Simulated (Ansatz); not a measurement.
# Errors in the atomisation enthalpy at 298 K

8 molecules, all hydrocarbons; the atomisation enthalpy at 298 K in kJ/mol, computed less measured. Shapes, held fixed at every level: PBE0-D4/def2-TZVP. Flexible molecules stand in one conformer, not always the lowest. Thermal terms are harmonic and unscaled (PBE0-D4/def2-TZVP); the spin-orbit lowering of the free atoms is taken from their spectra. Programs: Ansatz 0.2.0. Measured values: Active Thermochemical Tables, CRC Handbook of Chemistry and Physics.

Levels: A = PBE0-D4/def2-TZVPP; B = MP2/def2-SVP; C = CCSD(T)/def2-TZVPP.

| molecule | from tabulated heats | A | B | C |
| --- | --- | --- | --- | --- |
| C3H3 (cyclopropenyl radical) | 2318 | +54 | -53 | -73 |
| C2H6 (ethane) | 2826 | +2 | -120 | -58 |
| C4H8 (1-butene) | 4612 | +26 | -162 | -109 |
| C5H8 (1,2-pentadiene) | 5188 | +49 | -165 | -132 |
| C4H10 (isobutane) | 5183 | +19 | -193 | -113 |
| C4H10 (SMILES CCCC) | 5173 | +22 | -192 | -111 |
| C5H10 (1,1-dimethylcyclopropane) | 5773 | +52 | -176 | -134 |
| C6H10 (1-methylcyclopentene) | 6485 | +68 | -183 | -159 |

(1) Sum up the errors.

## Answers

(1) 
```csv
level,kind,mean error,mean absolute error,worst case
PBE0-D4/def2-TZVPP,global hybrid,+36.5,36.5,C6H10
MP2/def2-SVP,perturbation theory,-155.5,155.5,C4H10 (isobutane)
CCSD(T)/def2-TZVPP,coupled cluster or CI,-111.1,111.1,C6H10
```

On this set PBE0-D4/def2-TZVPP has the smallest mean absolute error and MP2/def2-SVP the largest. PBE0-D4/def2-TZVPP is too high in 8 of 8; MP2/def2-SVP is too low in 8 of 8; CCSD(T)/def2-TZVPP is too low in 8 of 8. Heats of the atoms come from ATcT where it has them. The levels differ in basis as well as in method. For CCSD(T)/def2-TZVPP the error tends to grow with the atomisation enthalpy. Correlated wave functions converge slowly with the basis. Open shells run unrestricted. The set is small.
